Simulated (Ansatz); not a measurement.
The cell is COD entry 9011682, as deposited and not checked against the literature; nothing was relaxed.

An input for AgBr and the output that it gave: DFT, PBE, PAW with Ansatz's default frozen-core files, scalar-relativistic (Ansatz 0.2.0).

Command: `ansatz run input.yaml --threads 1 --pin off --max-ram 2048MiB --backend cpu --events-out ev --progress --plain --runs-dir out` The run took 11 s on 1 thread of Arm Neoverse V1 (shared host), peak memory 0.34 GiB.

```yaml
crystal:
  lattice:
    - [0.0, 2.88605, 2.88605]
    - [2.88605, 0.0, 2.88605]
    - [2.88605, 2.88605, 0.0]
  atoms:
    - { symbol: Ag, position: [0.5, 0.5, 0.5] }
    - { symbol: Br, position: [0.0, 0.0, 0.0] }
kpoints:
  mp_grid: { grid: [7, 7, 7] }
  band_path:
    path:
      - [0.0, 0.0, 0.0]
      - [0.5, 0.0, 0.5]
      - [0.625, 0.25, 0.625]
      - [0.375, 0.375, 0.75]
      - [0.0, 0.0, 0.0]
      - [0.5, 0.5, 0.5]
      - [0.5, 0.25, 0.75]
      - [0.5, 0.0, 0.5]
    npoints: 14
scf:
  occupations: { method: fermi_dirac, width: 0.02 }
hamiltonian:
  xc: pbe
  pseudopotentials: { kind: paw }
output:
  forces: true
  stress: true
  eigenvalues: true
  efg: { contact_densities: true }
  populations: true
  bader: true
  dos: { projected: true, de: 0.2, e_range: [-14, 8] }
  write_density: true
  write_potential: true
  elf: true
  volumetric_format: npy
```

The log:

```
Ag: output.efg is read without spin–orbit coupling, which moves field gradients at and beside such atoms by some per cent and up to a factor of two; PAW files take it under magnetization.noncollinear and magnetization.spin_orbit
Engine: ansatz 0.2.0
Pseudopotentials: kind: paw
Pseudopotential: Ag, paw, valence charge 19, recommended cutoff 420 eV (normal)
Pseudopotential: Br, paw, valence charge 7, recommended cutoff 420 eV (normal)
Functional definition: PBE
  parameter kappa = 0.804
  parameter beta = 0.06672455060314922
  exchange = pbe_x(kappa = kappa, mu = beta*pi^2/3)
  correlation = pbe_c(beta = beta)
Crystal: 2 atoms, lattice volume = 48.077 Å³
Basis set: ecut = 420 eV, 941 PW (Γ), exchange–correlation on 60×60×60 points (8 copies of the dense FFT grid, shifted against one another)
Bands: 17, of which v1, the nominal top of the filled ones, is band 13 counted from 1 (12 counted from 0)
Symmetry: 48 space group operations
Space group: Fm-3m (ITA 225), of the structure as read, at distance tolerance 3.6e-5 Å
k-points: 20 of 343
Non-local potential: Ag, projectors of the file, l = 0: 3, l = 1: 2, l = 2: 2, l = 3: 1
Non-local potential: Br, projectors of the file, l = 0: 2, l = 1: 2, l = 2: 2
PAW form: soft (Blöchl's): semilocal exchange-correlation on the pseudo side does not see the compensation charge
PAW one-centre angular grid: Ag, 590 points (default); XC on 64 Gauss nodes
PAW one-centre angular grid: Br, 110 points (default); XC on 64 Gauss nodes
Initial density: superposition of atomic densities (neutral atoms: chi_scale 0, normalization atom), corrected by the library's trained network
Initial wavefunctions: pseudopotential atomic-orbital guess
Functional: x = pbe(κ = 0.804, μ = 0.2195149727645171), c = pbe(β = 0.06672455060314922)
SCF iter   1: F=—  HF=-10374.356297 eV  |F-HF|=—  |Δ(HF+E_count)|=         —  Δρ=3.44e-4  dr2=3.52e-5  ethr=1.77e-3  ⟨swp⟩=5.0  Hψ=1681  notcnv=0
preconditioner: auto → none  [insulator: Δε(μ)=0.744 eV  Ē_g=10.529 eV  σ=0.020 eV  W_gap=1.00  n_scr=14 (ndim 8)  ℏωp=22.7 eV  f_vac=0.025  D(μ)=0.00/eV (n_scr^D=0)  ε∞_Penn≈5.7]
SCF iter   2: F=—  HF=-10374.358036 eV  |F-HF|=—  |Δ(HF+E_count)|=   1.74e-3  Δρ=2.39e-4  dr2=1.42e-5  ethr=1.35e-7  ⟨swp⟩=4.5  Hψ=1088  notcnv=0
SCF iter   3: F=—  HF=-10374.358058 eV  |F-HF|=—  |Δ(HF+E_count)|=   2.15e-5  Δρ=1.15e-4  dr2=4.37e-6  ethr=5.47e-8  ⟨swp⟩=2.0  Hψ=583  notcnv=0
SCF iter   4: F=—  HF=-10374.358062 eV  |F-HF|=—  |Δ(HF+E_count)|=   4.19e-6  Δρ=3.44e-5  dr2=1.91e-7  ethr=1.68e-8  ⟨swp⟩=2.0  Hψ=497  notcnv=0
iter 5 did not close the SCF: its close was put off for the readings that it lacked (scf_convergence_deferred on its scf_iter line)
SCF iter   5: F=-10374.358063 eV  HF=-10374.358063 eV  |F-HF|=1.98e-9  |Δ(HF+E_count)|=   1.22e-6  Δρ=7.25e-6  dr2=2.13e-8  ethr=7.36e-10  ⟨swp⟩=2.0  Hψ=524  notcnv=0
SCF iter   6: F=-10374.358063 eV  HF=-10374.358063 eV  |F-HF|=1.35e-9  |Δ(HF+E_count)|=   6.68e-9  Δρ=1.77e-6  dr2=1.15e-9  ethr=8.19e-11  ⟨swp⟩=5.9  Hψ=1980  notcnv=0
SCF 1 converged in 6 iterations: F = -10374.358063 eV  dr2 = 1.15e-9
  greatest PAW one-centre occupation: 1.000 electrons in one spin orbital (limit 2), on the Ag atom at site 0 (counted from 0), in its partial waves of l = 0
NSCF: frozen V_eff on 99 k-points
SCF converged after 6 iterations
Free energy (F): -10374.358063 eV
Harris-Foulkes:  -10374.358063 eV  (|F-HF|=1.35e-9)
Internal energy: -10374.358063 eV  (E = F + TS)
E sigma→0 (E₀):  -10374.358063 eV
Fermi energy:    8.266609 eV
--- Per-component energies (eV) ---
  E_band       = -367.074423
  E_kinetic    = 661.402972
  E_local      = -3349.438408  (includes V_loc(G=0)·N_el)
  E_nonlocal   = 153.900844
  E_hartree    = 1465.577527
  E_xc         = -447.376936
  E_vxc        = -335.829305  (∫ρ·V_xc dr)
  E_paw        = -6152.098309  (= ΣΔE_a)
  E_vpaw       = -428.268180  (= ΣTr[D̂ρ^β])
  E_aug_tail   = 0.000310  (compensation charges beyond the density's cutoff)
  E_ewald      = -2706.326063
  E_smearing   = -0.000000  (= −TS)
  E_closure    = -0.000000  (closes the sum)
  Σ components = -10374.358063   (vs F -10374.358063, Δ=0.00e0)
--- Forces (eV/Å), atoms counted from 1 ---
  atom   1  Ag     0.00000000    -0.00000000    -0.00000000
  atom   2  Br    -0.00000000     0.00000000     0.00000000
  max |Σ_I F_I| component: 1.10e-28 eV/Å
--- Stress (GPa, compression-positive) ---
        1.519805       0.000000       0.000000
        0.000000       1.519805      -0.000000
       -0.000000       0.000000       1.519805
  P = ⅓ Tr σ = 1.5198 GPa (15.198 kbar)
--- PAW observables at the nuclei: V_zz in 10²¹ V/m², potentials from the cell's mean, atoms counted from 1 ---
  atom   1  Ag V_zz =    -0.000000   η = 0.0000   by run symmetry: forbidden
            electrostatic potential = -7476.009575 V   contact ρ = 948351.645999 e/Å³
  atom   2  Br V_zz =    -0.000000   η = 0.0000   by run symmetry: forbidden
            electrostatic potential = -4909.758267 V   contact ρ = 293247.348316 e/Å³
--- Band table (eV; the first three rows and the last of 20) ---
  k-point 0: bands = ["-82.1091", "-45.6397", "-45.6397", "-45.6397", "-7.0460", "5.2023", "5.2023", "5.2028", "5.2028", "5.2028", "6.0556", "6.0556", "6.0556", "8.6068", "17.8585", "17.8585", "17.8585"]
  k-point 1: bands = ["-82.1091", "-45.6400", "-45.6398", "-45.6398", "-6.9710", "4.7375", "4.7375", "4.7402", "5.2559", "5.2559", "5.6803", "6.6063", "6.6063", "9.6361", "16.2896", "17.3185", "17.3185"]
  k-point 2: bands = ["-82.1091", "-45.6407", "-45.6399", "-45.6399", "-6.7936", "3.6174", "4.1955", "4.1955", "5.3790", "5.3790", "5.7000", "7.3616", "7.3616", "11.1093", "14.8059", "15.8198", "15.8198"]
  k-point 19: bands = ["-82.1091", "-45.6408", "-45.6407", "-45.6403", "-6.5639", "3.7255", "4.0177", "4.1190", "5.4623", "5.5530", "5.7715", "5.8881", "6.6796", "11.6095", "14.6333", "15.7821", "16.0435"]
--- Löwdin populations: 2 sites ---
  site symbol       q [e]
     0     Ag     18.4921
     1     Br      7.4206
  spilling = 0.003361 (of n_electrons = 26.000000)
--- Bader charges: 2 sites ---
  site symbol  charge [e]  shift [e]
     0     Ag      0.4745     0.0000
     1     Br     -0.4745     0.0000
  estimated error of the sums over rays = 2.8e-4 e
```
